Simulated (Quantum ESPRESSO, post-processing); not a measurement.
# Si/GaAs(110) interfaces, stepped through the in-plane cubic lattice constant, part 8 of 10

Wanted: a table for Si/GaAs(110) interfaces against the in-plane cubic lattice constant, and what can be fitted to it.

Quantum ESPRESSO 7.5; plane-wave DFT, LDA, GBRV ultrasoft pseudopotentials.

So far. Step 17 (Relaxing cell and ions, 5.644 Å):  The last row is no step: it is a fresh SCF in the final cell with a new plane-wave basis, -0 meV from the row before.

### 18. SCF with pw.x, 5.644 Å

m6.first.bulk.in

```
&control
  prefix = 'm6.first.bulk'
  outdir = './out'
  pseudo_dir = './pseudo'
  calculation = 'scf'
  tprnfor = .true.
/
&system
  ibrav = 0
  nat = 4
  ntyp = 1
  ecutwfc = 40
  ecutrho = 200
  occupations = 'smearing'
  smearing = 'fd'
  degauss = 0.002
  nbnd = 12
/
&electrons
  conv_thr = 1e-09
  mixing_beta = 0.4
  electron_maxstep = 120
/
ATOMIC_SPECIES
  Si  28.0850  si_lda_v1.uspp.F.UPF
CELL_PARAMETERS angstrom
  5.64400000000000 0.00000000000000 0.00000000000000
  0.00000000000000 3.99091067300000 0.00000000000000
  0.00000000000000 0.00000000000000 3.76255599900000
ATOMIC_POSITIONS crystal
  Si  0.003100976300 0.000000000000 0.000000000000
  Si  0.246899026700 0.500000000000 0.000000000000
  Si  0.503100973300 0.500000000000 0.500000000000
  Si  0.746899023700 0.000000000000 0.500000000000
K_POINTS automatic
  6 8 8 0 0 0
```

Run with:

```sh
> OMP_NUM_THREADS=1 mpirun -n 4 pw.x -nk 4 -in m6.first.bulk.in > m6.first.bulk.out
```

The program printed:

```text
[banner, memory and clock lines left out]
Program PWSCF v.7.5 starts
[...]
Message from routine setup:
[...]
number of electrons       =        16.00
     number of Kohn-Sham states=           12
     kinetic-energy cutoff     =      40.0000  Ry
     charge density cutoff     =     200.0000  Ry
[...]
number of k points=   100  Fermi-Dirac smearing, width (Ry)=  0.0020
[...]
Dense  grid:    27293 G-vectors     FFT dimensions: (  50,  36,  36)
[...]
Starting wfcs are   16 randomized atomic wfcs
[...]
estimated scf accuracy    <       0.10629843 Ry
[...]
estimated scf accuracy    <       0.02898775 Ry
[...]
estimated scf accuracy    <       0.00062709 Ry
[...]
estimated scf accuracy    <       0.00010626 Ry
[...]
estimated scf accuracy    <       0.00000150 Ry
[...]
estimated scf accuracy    <       0.00000097 Ry
[...]
estimated scf accuracy    <       0.00000002 Ry
[...]
estimated scf accuracy    <          1.5E-09 Ry
[...]
the Fermi energy is     5.8238 ev
!    total energy              =     -38.50616808 Ry
     estimated scf accuracy    <          2.3E-10 Ry
     smearing contrib. (-TS)   =      -0.00001001 Ry
     internal energy E=F+TS    =     -38.50615807 Ry
[...]
one-electron contribution =       9.23591115 Ry
     hartree contribution      =       2.32808071 Ry
     xc contribution           =     -17.10158458 Ry
     ewald contribution        =     -32.96856535 Ry
     convergence has been achieved in   9 iterations
[...]
Total force =     0.000984     Total SCF correction =     0.000001
[...]
```

The job ended after 14 s (4 MPI ranks of Arm Neoverse V1, shared host; peak memory 0.34 GiB).

Read from the output:

* free energy: -523.9031 eV
* energy at zero smearing: -523.9030 eV
* Fermi energy: 5.824 eV
* valence top, on the run's zero: 5.763 eV
* conduction bottom, on the run's zero: 5.892 eV
* gap by band count: 0.1284 eV

### 19. Relaxing cell and ions, 5.644 Å

System of this step: GaAs, held at a = 5.644 Å in the (110) plane. It takes space group Imm2 (No. 44, orthorhombic). Conventional cell: a = 3.991 Å, b = 4.002 Å, c = 5.644 Å, α = 90.00°, β = 90.00°, γ = 90.00°. Nearest to Ga lie 4 As at 2.44 to 2.45 Å. Nearest to As lie 4 Ga at 2.44 to 2.45 Å. Farther neighbours are not listed.

m6.relax.in

```
&control
  prefix = 'm6.relax'
  outdir = './out'
  pseudo_dir = './pseudo'
  nstep = 70
  forc_conv_thr = 0.0004
  calculation = 'vc-relax'
/
&system
  ibrav = 0
  nat = 4
  ntyp = 2
  ecutwfc = 48
  ecutrho = 240
  occupations = 'smearing'
  smearing = 'fd'
  degauss = 0.002
/
&electrons
  conv_thr = 1e-09
  mixing_beta = 0.4
  electron_maxstep = 120
/
&ions
/
&cell
  cell_dofree = 'z'
  press_conv_thr = 0.4
/
ATOMIC_SPECIES
  Ga  69.7230  ga_lda_v1.4.uspp.F.UPF
  As  74.9216  as_lda_v1.uspp.F.UPF
CELL_PARAMETERS angstrom
  5.64400000000000 0.00000000000000 0.00000000000000
  0.00000000000000 3.99091067301687 0.00000000000000
  0.00000000000000 0.00000000000000 4.00168613183402
ATOMIC_POSITIONS crystal
  Ga  0.000000000000 0.000000000000 0.000000000000
  As  0.250000000000 0.500000000000 0.000000000000
  Ga  0.500000000000 0.500000000000 0.500000000000
  As  0.750000000000 0.000000000000 0.500000000000
K_POINTS automatic
  3 4 4 0 0 0
```

Run with:

```sh
> OMP_NUM_THREADS=1 mpirun -n 4 pw.x -nk 2 -in m6.relax.in > m6.relax.out
```

The program printed:

```text
[banner, memory and clock lines left out]
Program PWSCF v.7.5 starts
[...]
Message from routine setup:
[...]
number of electrons       =        48.00
     number of Kohn-Sham states=           29
     kinetic-energy cutoff     =      48.0000  Ry
     charge density cutoff     =     240.0000  Ry
[...]
number of k points=    18  Fermi-Dirac smearing, width (Ry)=  0.0020
[...]
Dense  grid:    38241 G-vectors     FFT dimensions: (  54,  40,  40)
[...]
Starting wfcs are   32 randomized atomic wfcs
[...]
estimated scf accuracy    <      13.21777326 Ry
[...]
estimated scf accuracy    <       1.60104197 Ry
[...]
estimated scf accuracy    <       0.15643481 Ry
[...]
estimated scf accuracy    <       0.00311607 Ry
[...]
estimated scf accuracy    <       0.00126241 Ry
[...]
estimated scf accuracy    <       0.00001827 Ry
[...]
estimated scf accuracy    <       0.00000138 Ry
[...]
estimated scf accuracy    <       0.00000026 Ry
[...]
estimated scf accuracy    <       0.00000079 Ry
[...]
estimated scf accuracy    <          1.3E-09 Ry
[...]
the Fermi energy is     7.1857 ev
!    total energy              =    -909.64392394 Ry
     estimated scf accuracy    <          2.1E-10 Ry
     smearing contrib. (-TS)   =      -0.00000745 Ry
     internal energy E=F+TS    =    -909.64391649 Ry
[...]
one-electron contribution =    -814.00192869 Ry
     hartree contribution      =     422.23342997 Ry
     xc contribution           =    -157.76564100 Ry
     ewald contribution        =    -360.10977677 Ry
     convergence has been achieved in  11 iterations
[...]
Total force =     0.001460     Total SCF correction =     0.000007
[...]
estimated scf accuracy    <       0.00000204 Ry
[...]
estimated scf accuracy    <       0.00000033 Ry
[...]
estimated scf accuracy    <       0.00000003 Ry
[...]
estimated scf accuracy    <          5.2E-09 Ry
[...]
the Fermi energy is     7.2249 ev
!    total energy              =    -909.64403821 Ry
     estimated scf accuracy    <          4.1E-10 Ry
     smearing contrib. (-TS)   =      -0.00000567 Ry
     internal energy E=F+TS    =    -909.64403254 Ry
[...]
one-electron contribution =    -813.51757959 Ry
     hartree contribution      =     422.03908269 Ry
     xc contribution           =    -157.77155158 Ry
     ewald contribution        =    -360.39398406 Ry
     convergence has been achieved in   5 iterations
[...]
Total force =     0.000341     Total SCF correction =     0.000064
[...]
estimated scf accuracy    <       0.00000238 Ry
[...]
estimated scf accuracy    <       0.00000036 Ry
[...]
estimated scf accuracy    <       0.00000003 Ry
[...]
estimated scf accuracy    <          5.6E-09 Ry
[...]
estimated scf accuracy    <          4.3E-10 Ry
[...]
estimated scf accuracy    <          4.7E-11 Ry
[...]
the Fermi energy is     7.2684 ev
!    total energy              =    -909.64412116 Ry
     estimated scf accuracy    <          5.3E-12 Ry
     smearing contrib. (-TS)   =      -0.00000421 Ry
     internal energy E=F+TS    =    -909.64411695 Ry
[...]
one-electron contribution =    -812.98428142 Ry
     hartree contribution      =     421.82516309 Ry
     xc contribution           =    -157.77806061 Ry
     ewald contribution        =    -360.70693802 Ry
     convergence has been achieved in   7 iterations
[...]
Total force =     0.001660     Total SCF correction =     0.000004
[...]
estimated scf accuracy    <       0.00000552 Ry
[...]
estimated scf accuracy    <       0.00000081 Ry
[...]
estimated scf accuracy    <       0.00000006 Ry
[...]
estimated scf accuracy    <       0.00000001 Ry
[...]
estimated scf accuracy    <          9.9E-10 Ry
[...]
estimated scf accuracy    <          1.0E-10 Ry
[...]
estimated scf accuracy    <          1.2E-11 Ry
[...]
the Fermi energy is     7.3355 ev
!    total energy              =    -909.64417134 Ry
     estimated scf accuracy    <          2.8E-12 Ry
     smearing contrib. (-TS)   =      -0.00000283 Ry
     internal energy E=F+TS    =    -909.64416851 Ry
[...]
one-electron contribution =    -812.18356893 Ry
     hartree contribution      =     421.50420135 Ry
     xc contribution           =    -157.78786996 Ry
     ewald contribution        =    -361.17693097 Ry
     convergence has been achieved in   8 iterations
[...]
Total force =     0.002419     Total SCF correction =     0.000018
[...]
estimated scf accuracy    <       0.00000011 Ry
[...]
estimated scf accuracy    <       0.00000002 Ry
[...]
estimated scf accuracy    <          1.8E-09 Ry
[...]
estimated scf accuracy    <          3.1E-10 Ry
[...]
estimated scf accuracy    <          1.1E-11 Ry
[...]
the Fermi energy is     7.3419 ev
!    total energy              =    -909.64417617 Ry
     estimated scf accuracy    <          2.6E-12 Ry
     smearing contrib. (-TS)   =      -0.00000283 Ry
     internal energy E=F+TS    =    -909.64417334 Ry
[...]
one-electron contribution =    -812.11917977 Ry
     hartree contribution      =     421.47833563 Ry
     xc contribution           =    -157.78862897 Ry
     ewald contribution        =    -361.21470023 Ry
     convergence has been achieved in   6 iterations
[...]
Total force =     0.001593     Total SCF correction =     0.000012
[...]
estimated scf accuracy    <       0.00000015 Ry
[...]
estimated scf accuracy    <       0.00000004 Ry
[...]
estimated scf accuracy    <          1.6E-09 Ry
[...]
estimated scf accuracy    <          3.1E-11 Ry
[...]
the Fermi energy is     7.3458 ev
!    total energy              =    -909.64417852 Ry
     estimated scf accuracy    <          6.3E-12 Ry
     smearing contrib. (-TS)   =      -0.00000292 Ry
     internal energy E=F+TS    =    -909.64417559 Ry
[...]
one-electron contribution =    -812.09038765 Ry
     hartree contribution      =     421.46673378 Ry
     xc contribution           =    -157.78894814 Ry
     ewald contribution        =    -361.23157359 Ry
     convergence has been achieved in   5 iterations
[...]
Total force =     0.000402     Total SCF correction =     0.000005
[...]
number of electrons       =        48.00
     number of Kohn-Sham states=           29
     kinetic-energy cutoff     =      48.0000  Ry
     charge density cutoff     =     240.0000  Ry
[...]
number of k points=    18  Fermi-Dirac smearing, width (Ry)=  0.0020
[...]
Dense  grid:    37805 G-vectors     FFT dimensions: (  54,  40,  40)
[...]
Starting wfcs are   32 randomized atomic wfcs
[...]
estimated scf accuracy    <      14.51939470 Ry
[...]
estimated scf accuracy    <       2.03615309 Ry
[...]
estimated scf accuracy    <       0.21577439 Ry
[...]
estimated scf accuracy    <       0.00305902 Ry
[...]
estimated scf accuracy    <       0.00100681 Ry
[...]
estimated scf accuracy    <       0.00016840 Ry
[...]
estimated scf accuracy    <       0.00000035 Ry
[...]
estimated scf accuracy    <       0.00000212 Ry
[...]
estimated scf accuracy    <       0.00000076 Ry
[...]
estimated scf accuracy    <          1.9E-09 Ry
[...]
estimated scf accuracy    <          5.7E-10 Ry
[...]
estimated scf accuracy    <          2.2E-11 Ry
[...]
the Fermi energy is     7.3458 ev
!    total energy              =    -909.64407847 Ry
     estimated scf accuracy    <          6.0E-13 Ry
     smearing contrib. (-TS)   =      -0.00000292 Ry
     internal energy E=F+TS    =    -909.64407555 Ry
[...]
one-electron contribution =    -812.09029617 Ry
     hartree contribution      =     421.46678953 Ry
     xc contribution           =    -157.78899532 Ry
     ewald contribution        =    -361.23157359 Ry
     convergence has been achieved in  13 iterations
[...]
Total force =     0.000399     Total SCF correction =     0.000000
[...]
```

Elapsed: 72 s, on 4 MPI ranks; peak memory 0.37 GiB.

The steps of the relaxation:

```csv
step,energy less that of the first step (eV),largest force (eV/Å),volume (Å³)
1,0.0000,0.0188,90.14
2,-0.0016,0.0044,89.92
3,-0.0027,0.0213,89.69
4,-0.0034,0.0311,89.34
5,-0.0034,0.0205,89.31
6,-0.0035,0.0052,89.30
7,-0.0021,0.0051,89.30
```

```csv
cell as run,before,after,change
a (Å),5.644,5.644,+0.0 %
b (Å),3.991,3.991,-0.0 %
c (Å),4.002,3.965,-0.9 %
volume (Å³/atom),22.53,22.32,-0.9 %
```

Final coordinates:

```cif
data_structure
_symmetry_space_group_name_H-M 'P 1'
_symmetry_Int_Tables_number 1
_cell_length_a 5.6440
_cell_length_b 3.9909
_cell_length_c 3.9645
_cell_angle_alpha 90.000
_cell_angle_beta 90.000
_cell_angle_gamma 90.000
_cell_volume 89.30
loop_
_atom_site_label
_atom_site_type_symbol
_atom_site_fract_x
_atom_site_fract_y
_atom_site_fract_z
_atom_site_occupancy
Ga1 Ga 0.00041 0.00000 0.00000 1
As2 As 0.24959 0.50000 0.00000 1
Ga3 Ga 0.50041 0.50000 0.50000 1
As4 As 0.74959 0.00000 0.50000 1
```

 The last row is no step: it is a fresh SCF in the final cell with a new plane-wave basis, +1 meV from the row before.

Numbers from this step:

```
free energy  : -12376.3382 eV
Fermi energy : 7.346 eV
```

### 20. SCF with pw.x, 5.644 Å

m6.bulk.in

```
&control
  prefix = 'm6.bulk'
  outdir = './out'
  pseudo_dir = './pseudo'
  calculation = 'scf'
  tprnfor = .true.
/
&system
  ibrav = 0
  nat = 4
  ntyp = 2
  ecutwfc = 40
  ecutrho = 200
  occupations = 'smearing'
  smearing = 'fd'
  degauss = 0.002
  nbnd = 28
/
&electrons
  conv_thr = 1e-09
  mixing_beta = 0.4
  electron_maxstep = 120
/
ATOMIC_SPECIES
  Ga  69.7230  ga_lda_v1.4.uspp.F.UPF
  As  74.9216  as_lda_v1.uspp.F.UPF
CELL_PARAMETERS angstrom
  5.64400000000000 0.00000000000000 0.00000000000000
  0.00000000000000 3.99091067300000 0.00000000000000
  0.00000000000000 0.00000000000000 3.96452152800000
ATOMIC_POSITIONS crystal
  Ga  0.000413137100 0.000000000000 0.000000000000
  As  0.249586851800 0.500000000000 0.000000000000
  Ga  0.500413156100 0.500000000000 0.500000000000
  As  0.749586855100 0.000000000000 0.500000000000
K_POINTS automatic
  6 8 8 0 0 0
```

Run with:

```sh
> OMP_NUM_THREADS=1 mpirun -n 4 pw.x -nk 4 -in m6.bulk.in > m6.bulk.out
```

The program printed:

```text
[banner, memory and clock lines left out]
Program PWSCF v.7.5 starts
[...]
Message from routine setup:
[...]
number of electrons       =        48.00
     number of Kohn-Sham states=           28
     kinetic-energy cutoff     =      40.0000  Ry
     charge density cutoff     =     200.0000  Ry
[...]
number of k points=   100  Fermi-Dirac smearing, width (Ry)=  0.0020
[...]
Dense  grid:    28741 G-vectors     FFT dimensions: (  50,  36,  36)
[...]
Starting wfcs are   32 randomized atomic wfcs
[...]
estimated scf accuracy    <      13.09239065 Ry
[...]
estimated scf accuracy    <       1.56208465 Ry
[...]
estimated scf accuracy    <       0.15291922 Ry
[...]
estimated scf accuracy    <       0.00692517 Ry
[...]
estimated scf accuracy    <       0.00028112 Ry
[...]
estimated scf accuracy    <       0.00004838 Ry
[...]
estimated scf accuracy    <       0.00001146 Ry
[...]
estimated scf accuracy    <       0.00000166 Ry
[...]
estimated scf accuracy    <       0.00000008 Ry
[...]
estimated scf accuracy    <       0.00000003 Ry
[...]
estimated scf accuracy    <          6.7E-09 Ry
[...]
the Fermi energy is     7.3338 ev
!    total energy              =    -909.64883496 Ry
     estimated scf accuracy    <          1.4E-10 Ry
     smearing contrib. (-TS)   =      -0.00000036 Ry
     internal energy E=F+TS    =    -909.64883460 Ry
[...]
one-electron contribution =    -812.10446753 Ry
     hartree contribution      =     421.47259156 Ry
     xc contribution           =    -157.78538506 Ry
     ewald contribution        =    -361.23157358 Ry
     convergence has been achieved in  12 iterations
[...]
Total force =     0.000328     Total SCF correction =     0.000001
[...]
```

The job ended after 37 s (4 MPI ranks; peak memory 0.42 GiB; 2.5 min of CPU time).

Read from the output:

| Property | Result |
| --- | --- |
| free energy | -12376.4029 eV |
| Fermi energy | 7.334 eV |
| valence top, on the run's zero | 7.155 eV |
| conduction bottom, on the run's zero | 7.500 eV |
| gap by band count | 0.3443 eV |

### 21. Self-consistent run, 5.644 Å

System of this step: Si/GaAs(110) superlattice, 6 + 6 layers, a = 5.644 Å in the plane. The cell holds 24 atoms: 12 Si, 6 Ga and 6 As. Its edges and angles: a = 5.644 Å, b = 3.991 Å, c = 23.181 Å, α = 90.0°, β = 90.0°, γ = 90.0°. The structure's axis is c.

m6.scf.in

```
&control
  prefix = 'm6.scf'
  outdir = './out'
  pseudo_dir = './pseudo'
  calculation = 'scf'
  tprnfor = .true.
/
&system
  ibrav = 0
  nat = 24
  ntyp = 3
  ecutwfc = 40
  ecutrho = 200
  occupations = 'smearing'
  smearing = 'fd'
  degauss = 0.002
/
&electrons
  conv_thr = 1e-08
  mixing_beta = 0.4
  electron_maxstep = 160
  mixing_mode = 'TF'
  mixing_ndim = 12
/
ATOMIC_SPECIES
  Si  28.0850  si_lda_v1.uspp.F.UPF
  Ga  69.7230  ga_lda_v1.4.uspp.F.UPF
  As  74.9216  as_lda_v1.uspp.F.UPF
CELL_PARAMETERS angstrom
  5.64400000000000 0.00000000000000 0.00000000000000
  0.00000000000000 3.99091067300000 0.00000000000000
  0.00000000000000 0.00000000000000 23.18123258100000
ATOMIC_POSITIONS crystal
  Si  0.003100976300 0.000000000000 0.000000000000
  Si  0.246899026700 0.500000000000 0.000000000000
  Si  0.503100973300 0.500000000000 0.081155218685
  Si  0.746899023700 0.000000000000 0.081155218685
  Si  0.003100976300 0.000000000000 0.162310437370
  Si  0.246899026700 0.500000000000 0.162310437370
  Si  0.503100973300 0.500000000000 0.243465656055
  Si  0.746899023700 0.000000000000 0.243465656055
  Si  0.003100976300 0.000000000000 0.324620874740
  Si  0.246899026700 0.500000000000 0.324620874740
  Si  0.503100973300 0.500000000000 0.405776093425
  Si  0.746899023700 0.000000000000 0.405776093425
  Ga  0.000413137100 0.000000000000 0.486931312110
  As  0.249586851800 0.500000000000 0.486931312110
  Ga  0.500413156100 0.500000000000 0.572442760092
  As  0.749586855100 0.000000000000 0.572442760092
  Ga  0.000413137100 0.000000000000 0.657954208074
  As  0.249586851800 0.500000000000 0.657954208074
  Ga  0.500413156100 0.500000000000 0.743465656055
  As  0.749586855100 0.000000000000 0.743465656055
  Ga  0.000413137100 0.000000000000 0.828977104037
  As  0.249586851800 0.500000000000 0.828977104037
  Ga  0.500413156100 0.500000000000 0.914488552018
  As  0.749586855100 0.000000000000 0.914488552018
K_POINTS automatic
  4 6 1 0 0 0
```

Run with:

```sh
> OMP_NUM_THREADS=1 mpirun -n 4 pw.x -nk 2 -in m6.scf.in > m6.scf.out
```

The program printed:

```text
[banner, memory and clock lines left out]
Program PWSCF v.7.5 starts
[...]
Message from routine setup:
[...]
number of electrons       =       192.00
     number of Kohn-Sham states=          115
     kinetic-energy cutoff     =      40.0000  Ry
     charge density cutoff     =     200.0000  Ry
[...]
number of k points=    12  Fermi-Dirac smearing, width (Ry)=  0.0020
[...]
Dense  grid:   168109 G-vectors     FFT dimensions: (  50,  36, 200)
[...]
Starting wfcs are  144 randomized atomic wfcs
[...]
negative rho (up, down):  3.546E-02 0.000E+00
[...]
estimated scf accuracy    <    1735.28047225 Ry
[...]
negative rho (up, down):  6.466E-01 0.000E+00
[...]
estimated scf accuracy    <    1220.24037107 Ry
[...]
negative rho (up, down):  4.352E-02 0.000E+00
[...]
estimated scf accuracy    <      68.53769114 Ry
[...]
negative rho (up, down):  1.856E-03 0.000E+00
[...]
estimated scf accuracy    <       4.39686430 Ry
[...]
negative rho (up, down):  1.022E-01 0.000E+00
[...]
estimated scf accuracy    <       6.61162883 Ry
[...]
negative rho (up, down):  1.665E-02 0.000E+00
[...]
estimated scf accuracy    <       5.73315990 Ry
[...]
estimated scf accuracy    <       0.58859134 Ry
[...]
estimated scf accuracy    <       0.03778648 Ry
[...]
estimated scf accuracy    <       0.02067166 Ry
[...]
estimated scf accuracy    <       0.00462853 Ry
[...]
estimated scf accuracy    <       0.00231215 Ry
[...]
estimated scf accuracy    <       0.00012295 Ry
[...]
estimated scf accuracy    <       0.00004921 Ry
[...]
estimated scf accuracy    <       0.00002225 Ry
[...]
estimated scf accuracy    <       0.00001693 Ry
[...]
estimated scf accuracy    <       0.00000572 Ry
[...]
estimated scf accuracy    <       0.00000536 Ry
[...]
estimated scf accuracy    <       0.00000235 Ry
[...]
estimated scf accuracy    <       0.00000191 Ry
[...]
estimated scf accuracy    <       0.00000028 Ry
[...]
estimated scf accuracy    <       0.00000004 Ry
[...]
estimated scf accuracy    <       0.00000002 Ry
[...]
the Fermi energy is     6.7644 ev
!    total energy              =   -2844.43112073 Ry
     estimated scf accuracy    <          2.9E-09 Ry
     smearing contrib. (-TS)   =      -0.00002527 Ry
     internal energy E=F+TS    =   -2844.43109547 Ry
[...]
one-electron contribution =   -4857.12853278 Ry
     hartree contribution      =    2493.05694173 Ry
     xc contribution           =    -524.65473332 Ry
     ewald contribution        =      44.29522891 Ry
     convergence has been achieved in  23 iterations
[...]
Total force =     0.049419     Total SCF correction =     0.000199
[...]
```

Wall time 7.7 min (4 MPI ranks); peak memory 1.5 GiB; 31 min of CPU time.

This step gave:

```
free energy             : -38700.4569 eV
energy at zero smearing : -38700.4568 eV
Fermi energy            : 6.764 eV
```

### 22. The line-up

This step gave:

| Quantity | Value |
| --- | --- |
| mean potential in the stack, first crystal | 2.030 eV |
| valence top over the bulk's mean potential, first crystal | 4.579 eV |
| conduction bottom over the bulk's mean potential, first crystal | 4.707 eV |
| slope of the running mean in the stack, first crystal | -0.002074 eV/Å |
| period along the stack, first crystal | 3.763 Å |
| mean potential in the stack, second crystal | 8.826 eV |
| valence top over the bulk's mean potential, second crystal | -2.464 eV |
| conduction bottom over the bulk's mean potential, second crystal | -2.119 eV |
| slope of the running mean in the stack, second crystal | 0.002406 eV/Å |
| period along the stack, second crystal | 3.965 Å |

[end of part 8 of 10]

[Logs are printed without paths, hosts, clocks, repeated set-up lines and the standing remarks that a program may print on its own settings, such as how far it seeks lower states.]

[Hosts, paths, dates, database ids (printed as entryN), source tags and the programs' standing remarks are cut or masked in the printed files.]

[Maps of the electrostatic potential energy from Ansatz leave out the sawtooth potential of an applied field or a dipole correction, so their vacuum need not be flat; planar profiles and work functions include it.]
